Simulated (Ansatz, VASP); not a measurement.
**TiC: VASP beside Ansatz**

```
Ti C
1.0
     0.00000    1.74552    1.74552
     1.74552    0.00000    1.74552
     1.74552    1.74552    0.00000
Ti C
1 1
Direct
  0.00000 0.00000 0.00000
  0.50000 0.50000 0.50000
```

Change from the starting cell: volume scaled by 0.55, PAW files.

Alike in both runs: task single point; functional LDA; k mesh 17 × 17 × 17; occupations fermi-dirac, width 0.08 eV; no spin polarisation.

|  | VASP | Ansatz |
| --- | --- | --- |
| version | VASP 6.6.1 | Ansatz 0.2.0 |
| potentials or method | VASP PAW LDA potentials, release 64 (Ti_sv, C) | PAW with Ansatz's default frozen-core files, scalar-relativistic |
| plane-wave cutoff (eV) | 520 | 420 |
| valence electrons in the cell | 16 | 16 |

|  | VASP | Ansatz | Ansatz less VASP |
| --- | --- | --- | --- |
| pressure (GPa) | 522.9 | 527.8 | +4.88 |

Caveats: the cell as given lies far from equilibrium; so large a pressure means that the cell lies far from this level's equilibrium, or that cutoff or potentials fall short (VASP).
